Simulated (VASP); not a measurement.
# Ga2O (Fm-3m) in VASP: further runs

Runs on Ga2O. Level: PBE. Tasks: single point, relaxation of cell and atoms.

Program: VASP 6.6.1. These are calculated values, not measurements. Logs are shortened: lines on timing, memory, paths and dates and some standing lists are left out, and cuts for length are marked.

**1. Starting point**

It takes space group Fm-3m (No. 225, cubic). Conventional cell: a = 5.962 Å, b = 5.962 Å, c = 5.962 Å, α = 90.00°, β = 90.00°, γ = 90.00°. Around Ga (site symmetry -43m) lie 4 O at 2.58 Å. O (site symmetry m-3m) has 8 Ga at 2.58 Å as nearest neighbours.

The cell comes from a database or a generator and needn't be the stable form of this composition.

**2. Single point, PBE**

Contents of INCAR:

```
  PREC = Accurate
  ENCUT = 520
  EDIFF = 1E-6
  ISMEAR = 0
  SIGMA = 0.1
  LREAL = F
  LASPH = T
  NELM = 100
  ALGO = Fast
  ISIF = 2
  LWAVE = F
  LCHARG = F
  GGA = PE
  NBANDS = 23
```

Contents of KPOINTS:

```
Automatic mesh
0
Gamma
  12 12 12
```

Contents of POSCAR:

```
Ga2O
1.0
    0.0000000000      2.9808333939      2.9808333939
    2.9808333939      0.0000000000      2.9808333939
    2.9808333939      2.9808333939      0.0000000000
Ga O
2 1
Direct
    0.2500000000      0.2500000000      0.2500000000
    0.7500000000      0.7500000000      0.7500000000
    0.0000000000      0.0000000000      0.0000000000
```

Potentials or basis: VASP PAW PBE potentials, release 64 (Ga_d, O).

Command:

```console
$ cat potpaw_PBE.64/Ga_d/POTCAR potpaw_PBE.64/O/POTCAR > POTCAR
$ mpirun -np 1 vasp_std > vasp.out
```

OUTCAR:

```text
PREC = Accurate
   ENCUT = 520
   EDIFF = 1E-6
   ISMEAR = 0
   LREAL = F
   LASPH = T
   NELM = 100
   ISIF = 2
   GGA = PE

 ion  position               nearest neighbor table
   1  0.250  0.250  0.250-
   2  0.750  0.750  0.750-
   3  0.000  0.000  0.000-

  LATTYP: Found a face centered cubic cell.
 ALAT       =     5.9616667878

  Lattice vectors:

 A1 = (   0.0000000000,   2.9808333939,   2.9808333939)
 A2 = (   2.9808333939,   0.0000000000,   2.9808333939)
 A3 = (   2.9808333939,   2.9808333939,   0.0000000000)

Analysis of symmetry for initial positions (statically):
=====================================================================
 Subroutine PRICEL returns:
 Original cell was already a primitive cell.

 Routine SETGRP: Setting up the symmetry group for a
 face centered cubic supercell.

 Subroutine GETGRP returns: Found 48 space group operations
 (whereof 48 operations were pure point group operations)
 out of a pool of 48 trial point group operations.

The static configuration has the point symmetry O_h .

Analysis of symmetry for dynamics (positions and initial velocities):
=====================================================================
 Subroutine PRICEL returns:
 Original cell was already a primitive cell.

 Routine SETGRP: Setting up the symmetry group for a
 face centered cubic supercell.

 Subroutine GETGRP returns: Found 48 space group operations
 (whereof 48 operations were pure point group operations)
 out of a pool of 48 trial point group operations.

The dynamic configuration has the point symmetry O_h .

 Subroutine INISYM returns: Found 48 space group operations
 (whereof 48 operations are pure point group operations),
 and found     1 'primitive' translations

----------------------------------------------------------------------------------------

                                     Primitive cell

  volume of cell :      52.9716

  direct lattice vectors                    reciprocal lattice vectors
     0.000000000  2.980833394  2.980833394    -0.167738325  0.167738325  0.167738325
     2.980833394  0.000000000  2.980833394     0.167738325 -0.167738325  0.167738325
     2.980833394  2.980833394  0.000000000     0.167738325  0.167738325 -0.167738325

  length of vectors
     4.215535013  4.215535013  4.215535013     0.290531301  0.290531301  0.290531301

  position of ions in fractional coordinates (direct lattice)
     0.250000000  0.250000000  0.250000000
     0.750000000  0.750000000  0.750000000
     0.000000000  0.000000000  0.000000000

  ion indices of the primitive-cell ions
   primitive index   ion index
                 1           1
                 2           2
                 3           3

----------------------------------------------------------------------------------------

 KPOINTS: Automatic mesh

Automatic generation of k-mesh.
 Grid dimensions read from file:
 generate k-points for:   12   12   12

 Generating k-lattice:

  Cartesian coordinates                     Fractional coordinates (reciprocal lattice)
    -0.013978194  0.013978194  0.013978194     0.083333333  0.000000000  0.000000000
     0.013978194 -0.013978194  0.013978194     0.000000000  0.083333333  0.000000000
     0.013978194  0.013978194 -0.013978194     0.000000000  0.000000000  0.083333333

  Length of vectors
     0.024210942  0.024210942  0.024210942

  Shift w.r.t. Gamma in fractional coordinates (k-lattice)
     0.000000000  0.000000000  0.000000000

 Subroutine IBZKPT returns following result:
 ===========================================

 Found     72 irreducible k-points:

 Following reciprocal coordinates:
            Coordinates               Weight
  0.000000  0.000000  0.000000      1.000000
  0.083333  0.000000  0.000000      8.000000
  0.166667  0.000000  0.000000      8.000000
  0.250000  0.000000  0.000000      8.000000
  0.333333  0.000000  0.000000      8.000000
  0.416667  0.000000  0.000000      8.000000
[... 16 lines left out ...]
  0.500000  0.166667  0.000000     24.000000
 -0.416667  0.166667  0.000000     24.000000
 [... further k-points ...]
   k-points           NKPTS =     72   k-points in BZ     NKDIM =     72   number of bands    NBANDS=     23
   number of dos      NEDOS =    301   number of ions     NIONS =      3
   total plane-waves  NPLWV =  32768
   dimension x,y,z NGX =    32 NGY =   32 NGZ =   32
   dimension x,y,z NGXF=    64 NGYF=   64 NGZF=   64
   ions per type =               2   1
   NGX,Y,Z   is equivalent  to a cutoff of  12.62, 12.62, 12.62 a.u.
   NGXF,Y,Z  is equivalent  to a cutoff of  25.24, 25.24, 25.24 a.u.
 SYSTEM =  unknown system
   PREC   = accura    normal or accurate (medium, high low for compatibility)
   ISTART =      0    job   : 0-new  1-cont  2-samecut
   ICHARG =      2    charge: 1-file 2-atom 10-const
   ISPIN  =      1    spin polarized calculation?
   LNONCOLLINEAR =      F non collinear calculations
   LSORBIT =      F    spin-orbit coupling
[... 31 lines left out ...]
   IVDW    =     0    specifies the selected vdW correction
   LEPSILON=     F    determine dielectric tensor
   LRPA    =     F    only Hartree local field effects (RPA)
 non-spin polarized calculation
 RMM-DIIS sequential band-by-band and
 Gauss-broadening in eV      SIGMA  =   0.10
  energy-cutoff  :      520.00
  volume of cell :       52.97
 maximum number of plane-waves:      1458
   NGX = 15   NGY = 15   NGZ = 15

 number of electron      32.0000028 magnetization

 Free energy of the ion-electron system (eV)
  ---------------------------------------------------
  ext. energy  EPLUGINS =         0.00000000
  ---------------------------------------------------
  free energy    TOTEN  =       -11.13890504 eV

  energy without entropy =      -11.13366781  energy(sigma->0) =      -11.13628643

 E-fermi :   3.8426     XC(G=0): -10.1889

 val. band max:        3.8118483427   @ k =  -0.4167   0.0833   0.0000
 cond. band min:       3.8478123534   @ k =  -0.4167   0.4167   0.0000
 fundamental gap:      0.0359640107
 Fermi energy:         3.8425622447

 k-point     1 :       0.0000    0.0000    0.0000
  band No.  band energies     occupation
      1     -13.7232      2.00000
      2     -10.9550      2.00000
      3     -10.9550      2.00000
      4     -10.8718      2.00000
      5     -10.8718      2.00000
      6     -10.8718      2.00000
[... 15 lines left out ...]
     22      11.0017      0.00000
     23      13.7405      0.00000

 k-point     2 :       0.0833    0.0000    0.0000
  band No.  band energies     occupation
      1     -13.7134      2.00000
      2     -10.9497      2.00000
      3     -10.9497      2.00000
      4     -10.8680      2.00000
      5     -10.8680      2.00000
      6     -10.8630      2.00000
[... 15 lines left out ...]
     22      10.7550      0.00000
     23      14.2041      0.00000

 k-point     3 :       0.1667    0.0000    0.0000
  band No.  band energies     occupation
      1     -13.6864      2.00000
      2     -10.9342      2.00000
      3     -10.9342      2.00000
      4     -10.8571      2.00000
      5     -10.8571      2.00000
      6     -10.8387      2.00000
[... 15 lines left out ...]
     22      10.4454      0.00000
     23      14.8597      0.00000

 k-point     4 :       0.2500    0.0000    0.0000
  band No.  band energies     occupation
      1     -13.6498      2.00000
      2     -10.9091      2.00000
      3     -10.9091      2.00000
      4     -10.8402      2.00000
      5     -10.8402      2.00000
      6     -10.8060      2.00000
[... 15 lines left out ...]
     22      10.4817      0.00000
     23      14.6550      0.00000

 k-point     5 :       0.3333    0.0000    0.0000
  band No.  band energies     occupation
      1     -13.6138      2.00000
      2     -10.8759      2.00000
      3     -10.8759      2.00000
      4     -10.8193      2.00000
      5     -10.8193      2.00000
      6     -10.7805      2.00000
[... 434 lines left out ...]
 k-point    22 :       0.4167    0.1667    0.0000
  band No.  band energies     occupation
      1     -13.5860      2.00000
      2     -10.9007      2.00000
      3     -10.8203      2.00000
      4     -10.8109      2.00000
      5     -10.7873      2.00000
      6     -10.7795      2.00000
[... 15 lines left out ...]
     22      11.7591      0.00000
     23      13.6715      0.00000

 k-point    23 :       0.5000    0.1667    0.0000
  band No.  band energies     occupation
      1     -13.5682      2.00000
      2     -10.8674      2.00000
      3     -10.8205      2.00000
      4     -10.8005      2.00000
      5     -10.7791      2.00000
      6     -10.7744      2.00000
[... 15 lines left out ...]
     22      11.8196      0.00000
     23      14.3031      0.00000

 k-point    24 :      -0.4167    0.1667    0.0000
  band No.  band energies     occupation
      1     -13.5658      2.00000
      2     -10.8547      2.00000
      3     -10.8290      2.00000
      4     -10.7950      2.00000
      5     -10.7919      2.00000
      6     -10.7610      2.00000
[... 15 lines left out ...]
     22      12.0904      0.00000
     23      14.6559      0.00000

 [... further k-points ...]
[... 5 lines left out ...]
  --------------------------------------------------------------------------------------
  -------------------------------------------------------------------------------------
  Total        0.0174471      0.0174471      0.0174471     -0.0000000     -0.0000000      0.0000000
  in kB        0.5277058      0.5277058      0.5277058     -0.0000000     -0.0000000      0.0000000
  external PRESSURE =       0.5277058 kB  Pullay stress =       0.0000000 kB

 VOLUME and BASIS-vectors are now :
 -----------------------------------------------------------------------------
  energy-cutoff  :      520.00
  volume of cell :       52.97
      direct lattice vectors                 reciprocal lattice vectors
     0.000000000  2.980833394  2.980833394    -0.167738325  0.167738325  0.167738325
     2.980833394  0.000000000  2.980833394     0.167738325 -0.167738325  0.167738325
     2.980833394  2.980833394  0.000000000     0.167738325  0.167738325 -0.167738325

 POSITION                                       TOTAL-FORCE (eV/Angst)
 -----------------------------------------------------------------------------------
      1.49042      1.49042      1.49042        -0.000000     -0.000000     -0.000000
      4.47125      4.47125      4.47125         0.000000      0.000000      0.000000
      0.00000      0.00000      0.00000         0.000000      0.000000      0.000000
 -----------------------------------------------------------------------------------
    total drift:                               -0.000000     -0.000000      0.000000

  FREE ENERGIE OF THE ION-ELECTRON SYSTEM (eV)
  ---------------------------------------------------
  free  energy   TOTEN  =       -11.1389050450 eV

  energy  without entropy=      -11.1336678095  energy(sigma->0) =      -11.13628643
```

Wall time 60 s (1 thread of Intel Xeon Platinum 8488C (Sapphire Rapids), shared host); peak memory 0.22 GiB.

What came out:

```
Free energy            : -11.1389 eV
Pressure               : 0.1 GPa
Band gap on the k mesh : none (metal or under the smearing width)
```

**3. Relaxation of cell and atoms, PBE**

Contents of INCAR:

```
SYSTEM = Ga2O
PREC = Accurate ; ENCUT = 600
EDIFF = 1E-7 ; ISMEAR = 0
SIGMA = 0.1 ; LREAL = .False.
LASPH = .True. ; NELM = 100
ALGO = Fast ; ISIF = 3
LWAVE = .False. ; LCHARG = .False.
GGA = PE ; IBRION = 2
NSW = 100 ; EDIFFG = -0.005
```

Contents of KPOINTS:

```
regular mesh
0
Gamma
  12 12 12
  0 0 0
```

POSCAR is that of step 2.

Potentials or basis: VASP PAW PBE potentials, release 64 (Ga_d, O).

Command:

```console
$ cat potpaw_PBE.64/Ga_d/POTCAR potpaw_PBE.64/O/POTCAR > POTCAR
$ mpirun -np 1 vasp_std > vasp.out
```

Run time: 84 s. Hardware: 1 thread of Intel Xeon Platinum 8488C (Sapphire Rapids), shared host; peak memory 0.25 GiB.

Results (log left out):

```yaml
Free_energy: -11.1398 eV
Pressure_after_relaxing: 0.0 GPa
Band_gap_on_the_k_mesh: none (metal or under the smearing width)
```

Final structure:
```
Ga O
1.0
     0.00000    2.98083    2.98083
     2.98083    0.00000    2.98083
     2.98083    2.98083    0.00000
Ga O
2 1
Direct
  0.25000 0.25000 0.25000
  0.75000 0.75000 0.75000
  0.00000 0.00000 0.00000
```

Levels at points of the mesh, in eV from the Fermi level:
```csv
k point,band 14,band 15,band 16,band 17,band 18,band 19
"(0.00, 0.00, 0.00)",-2.86,-2.86,0.86,1.92,1.92,1.92
"(0.50, 0.00, 0.00)",-3.25,-3.25,0.08,2.71,2.71,3.83
"(0.50, 0.50, 0.00)",-4.06,-2.74,-1.63,0.13,2.86,2.86
```

Caveat: the relaxation stopped at its first step, so nothing moved.

**4. Single point, PBE**

Contents of INCAR:

```
SYSTEM = Ga2O
  ALGO = Normal
  EDIFF = 1E-6
  ENCUT = 520
  GGA = PE
  ISIF = 2
  ISMEAR = 0
  LASPH = .TRUE.
  LCHARG = .FALSE.
  LREAL = .FALSE.
  LWAVE = .FALSE.
  NBANDS = 23
  NELM = 100
  PREC = Accurate
  SIGMA = 0.1
```

Contents of KPOINTS:

```
k-points
0
G
  8 8 8
  0 0 0
```

POSCAR is that of step 3.

Command:

```console
$ cat potpaw_PBE.64/Ga_d/POTCAR potpaw_PBE.64/O/POTCAR > POTCAR
$ mpirun -np 1 vasp_std > vasp.out
```

Run time: 19 s. Hardware: 1 thread of Intel Xeon Platinum 8488C (Sapphire Rapids), shared host; peak memory 0.19 GiB.

It converged, with:

```
Free energy            : -11.1360 eV
Pressure               : 0.2 GPa
Band gap on the k mesh : none (metal or under the smearing width)
```

Levels at points of the mesh, in eV from the Fermi level:
```
           k point  band 13  band 14  band 15  band 16  band 17  band 18  band 19  band 20
(0.00, 0.00, 0.00)    -2.83    -2.83    -2.83     0.90     1.96     1.96     1.96     7.20
(0.50, 0.00, 0.00)    -4.77    -3.22    -3.22     0.12     2.75     2.75     3.86     5.34
(0.50, 0.50, 0.00)    -4.03    -4.03    -2.70    -1.59     0.16     2.89     2.89     7.39
```

**5. Relaxation of cell and atoms, PBE**

This run uses another cell than the first one, of 10.45 Å³/atom, 0.592 times its volume.

Contents of INCAR:

```
SYSTEM = Ga2O
PREC = Accurate
ENCUT = 600
EDIFF = 1E-7
ISMEAR = 0
SIGMA = 0.1
LREAL = .FALSE.
LASPH = .TRUE.
NELM = 100
ALGO = Fast
ISIF = 3
LWAVE = .FALSE.
LCHARG = .FALSE.
GGA = PE
IBRION = 2
NSW = 100
EDIFFG = -0.05
```

Contents of KPOINTS:

```
Automatic mesh
0
G
  8 8 8
  0 0 0
```

Contents of POSCAR:

```
Ga2O
1.0
    0.0000000000      2.5029350649      2.5029350649
    2.5029350649      0.0000000000      2.5029350649
    2.5029350649      2.5029350649      0.0000000000
Ga O
2 1
Direct
    0.2500000000      0.2500000000      0.2500000000
    0.7500000000      0.7500000000      0.7500000000
    0.0000000000      0.0000000000      0.0000000000
```

Command:

```console
$ cat potpaw_PBE.64/Ga_d/POTCAR potpaw_PBE.64/O/POTCAR > POTCAR
$ mpirun -np 1 vasp_std > vasp.out
```

Wall time 74 s (1 thread of Intel Xeon Platinum 8488C (Sapphire Rapids), shared host); peak memory 0.17 GiB.

The run converged. Its results:

```yaml
Free_energy: -11.0832 eV
Relaxed_volume: 17.38 Å³/atom
Relaxed_cell: a = 4.194 Å, b = 4.194 Å, c = 4.194 Å, α = 60.00°, β = 60.00°, γ = 60.00°
Space_group_after_relaxing_to_0.05_Å: Fm-3m (No. 225)
Energy_gained_by_relaxing: 1119.2 meV/atom
Ionic_steps: 4
Pressure_after_relaxing: -0.2 GPa
Band_gap_on_the_k_mesh: none (metal or under the smearing width)
```

The path:
```tsv
step	energy change (eV)	largest force (eV/Å)	pressure (GPa)	volume (Å³)
1	0.0000	0.0000	79.01	31.36
2	-3.1117	0.0000	-7.80	61.06
3	-3.3505	0.0000	1.72	50.62
4	-3.3576	0.0000	-0.20	52.15
```

Final structure:
```
Ga O
1.0
     0.00000    2.96533    2.96533
     2.96533    0.00000    2.96533
     2.96533    2.96533    0.00000
Ga O
2 1
Direct
  0.25000 0.25000 0.25000
  0.75000 0.75000 0.75000
  0.00000 0.00000 0.00000
```

Levels at points of the mesh, in eV from the Fermi level:
| k point | band 12 | band 13 | band 14 | band 15 | band 16 | band 17 | band 18 | band 19 | band 20 |
| --- | --- | --- | --- | --- | --- | --- | --- | --- | --- |
| (0.00, 0.00, 0.00) | -7.27 | -2.91 | -2.91 | -2.91 | 1.01 | 1.95 | 1.95 | 1.95 | 7.24 |
| (0.50, 0.00, 0.00) | -7.22 | -4.79 | -3.30 | -3.30 | 0.12 | 2.75 | 2.75 | 3.90 | 5.39 |
| (0.50, 0.50, 0.00) | -7.09 | -4.13 | -4.13 | -2.69 | -1.65 | 0.17 | 2.91 | 2.91 | 7.43 |

Caveat: the volume moved by over 15 % at a fixed basis, so the end points are rough; the relaxation stopped at a loose force limit of 0.05 eV/Å, so its end isn't a converged minimum.

**6. Single point, PBE**

This run uses another cell than the first one, of 17.62 Å³/atom, 0.998 times its volume.

Contents of INCAR:

```
PREC = Accurate
ENCUT = 520
EDIFF = 1E-7
ISMEAR = -1
SIGMA = 0.15
LREAL = F
LASPH = T
NELM = 100
ALGO = Normal
ISIF = 2
LWAVE = F
LCHARG = F
GGA = PE
NBANDS = 23
```

Contents of KPOINTS:

```
regular mesh
0
Gamma
  12 12 12
```

Contents of POSCAR:

```
Ga2O
1.0
    0.0000000000      2.9785093800      2.9785093800
    2.9785093800      0.0000000000      2.9785093800
    2.9785093800      2.9785093800      0.0000000000
Ga O
2 1
Direct
    0.2500000000      0.2500000000      0.2500000000
    0.7500000000      0.7500000000      0.7500000000
    0.0000000000      0.0000000000      0.0000000000
```

Potentials or basis: VASP PAW PBE potentials, release 64 (Ga_d, O).

Command:

```console
$ cat potpaw_PBE.64/Ga_d/POTCAR potpaw_PBE.64/O/POTCAR > POTCAR
$ mpirun -np 1 vasp_std > vasp.out
```

It took 44 s on 1 thread of Intel Xeon Platinum 8488C (Sapphire Rapids), shared host; peak memory 0.21 GiB.

Results (log left out):

```yaml
Free_energy: -11.1747 eV
Pressure: 0.0 GPa
Band_gap_on_the_k_mesh: none (metal or under the smearing width)
```

Levels at points of the mesh, in eV from the Fermi level:
```tsv
k point	band 13	band 14	band 15	band 16	band 17	band 18	band 19	band 20
(0.00, 0.00, 0.00)	-2.91	-2.91	-2.91	0.85	1.89	1.89	1.89	7.14
(0.50, 0.00, 0.00)	-4.83	-3.31	-3.31	0.05	2.69	2.69	3.80	5.28
(0.50, 0.50, 0.00)	-4.11	-4.11	-2.77	-1.66	0.09	2.83	2.83	7.33
```

**7. Overview**

| task | cell | k mesh | cutoff (eV) | smearing | gap on the mesh (eV) | pressure (GPa) |
| --- | --- | --- | --- | --- | --- | --- |
| single point | Fm-3m, 17.66 Å³/atom | 12 × 12 × 12 | 520 | gaussian 0.1 eV | none | 0.1 |
| relaxation of cell and atoms | relaxed | 12 × 12 × 12 | 600 | gaussian 0.1 eV | none | 0.0 |
| single point | Fm-3m, 17.66 Å³/atom | 8 × 8 × 8 | 520 | gaussian 0.1 eV | none | 0.2 |
| relaxation of cell and atoms | relaxed | 8 × 8 × 8 | 600 | gaussian 0.1 eV | none | -0.2 |
| single point | Fm-3m, 17.62 Å³/atom | 12 × 12 × 12 | 520 | fermi-dirac 0.15 eV | none | 0.0 |

Alike in all rows: level PBE; potentials or basis VASP PAW PBE potentials, release 64 (Ga_d, O); no spin polarisation.

Every run on the cell as given and a fine mesh finds a metal.

Caveats: the relaxation stopped at its first step, so nothing moved (some runs); the volume moved by over 15 % at a fixed basis, so the end points are rough (some runs); the relaxation stopped at a loose force limit of 0.05 eV/Å, so its end isn't a converged minimum (some runs).

Absolute energies hang on the potentials; compare differences alone.
